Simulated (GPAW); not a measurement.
Crystal: As.

```
As
1.0
     1.82500   -5.50000    0.00000
     1.82500    5.50000    0.00000
     0.00000    0.00000    4.47000
As
4
Direct
  0.39000 0.61000 0.56000
  0.89000 0.11000 0.94000
  0.61000 0.39000 0.44000
  0.11000 0.89000 0.06000
```

This isn't the form of As at room conditions, which is rhombohedral.

Base run:

```yaml
Program: GPAW 26.7.0
Functional: PBEsol
Potentials_or_basis: PAW data sets generated in the run's folder for this functional
Cutoff: 600 eV
Basis: pw
k_mesh: 6 × 6 × 5
Occupations: fermi-dirac, width 0.05 eV
Spin: no spin polarisation
```

Its results: pressure -0.1 GPa; largest force 0.095 eV/Å.

The run is repeated on the same cell with these changes: functional from PBEsol to r2SCAN; potentials or basis from PAW data sets generated in the run's folder for this functional to GPAW PAW data sets (gpaw-data 1.2.1). What comes out?

Pressure 1.3 GPa; largest force 0.397 eV/Å.

Caveats: the PAW data sets were made with another functional, which shifts forces and pressure a little (some runs).

Not every run made on this cell is shown here.
